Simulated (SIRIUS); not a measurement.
Runs of SIRIUS 7.12.0 on TiCo. Symmetry: Pm-3m, No. 221, cubic system. The conventional cell has a = 2.986 Å, b = 2.986 Å, c = 2.986 Å, α = 90.00°, β = 90.00°, γ = 90.00°. Co (site symmetry m-3m) is surrounded by 8 Ti at 2.59 Å. Ti (site symmetry m-3m) is surrounded by 8 Co at 2.59 Å. The cell comes from a database or a generator and needn't be the stable form of this composition.

```tsv
task	level	potentials or basis	cutoff (eV)	muffin tin radii	basis cutoff (gk_cutoff)	valence relativity	reference energy of the basis	smallest sphere radius times basis cutoff	moment (μB)	V0 of scaled cells (Å³/atom)	B0 (GPa)
band structure	PBE	all-electron FP-LAPW (Koelling-Harmon valence), apw+lo standard	183	Co 2.4, Ti 2.4 bohr	3.67 1/bohr	koelling_harmon	0.31 Ha	8.81	0.80	-	-
band structure	PBE	all-electron FP-LAPW, apw+lo standard	183	Co 2.4, Ti 2.4 bohr	3.67 1/bohr	iora	0.31 Ha	8.81	0.80	-	-
equation of state	WC	all-electron FP-LAPW, apw+lo standard	190	Co 2.35, Ti 2.35 bohr	3.74 1/bohr	iora	-	8.79	-	12.70	185
equation of state	PBEsol	all-electron FP-LAPW, apw+lo standard	190	Co 2.35, Ti 2.35 bohr	3.74 1/bohr	iora	-	8.79	-	12.66	(a)
band structure	PBE	all-electron FP-LAPW (ZORA valence), apw+lo standard	183	Co 2.4, Ti 2.4 bohr	3.67 1/bohr	zora	0.31 Ha	8.81	0.80	-	-
band structure	PBE	all-electron FP-LAPW (no relativity for the valence, core without relativity), apw+lo standard	183	Co 2.4, Ti 2.4 bohr	3.67 1/bohr	none	0.31 Ha	8.81	(b)	-	-
equation of state	AM05	all-electron FP-LAPW, apw+lo standard	190	Co 2.35, Ti 2.35 bohr	3.74 1/bohr	iora	-	8.79	-	12.62	190
```

Alike in all rows: spin collinear, ferromagnetic start; cell as given; k mesh 9 × 9 × 9; smearing fermi-dirac 0.05 eV.

Problem. Fill in the values left out.

Solution. (a) 187; (b) 0.74.

Caveats: relativity is left out for the core states (some runs).

Not every run made on this cell is shown here.
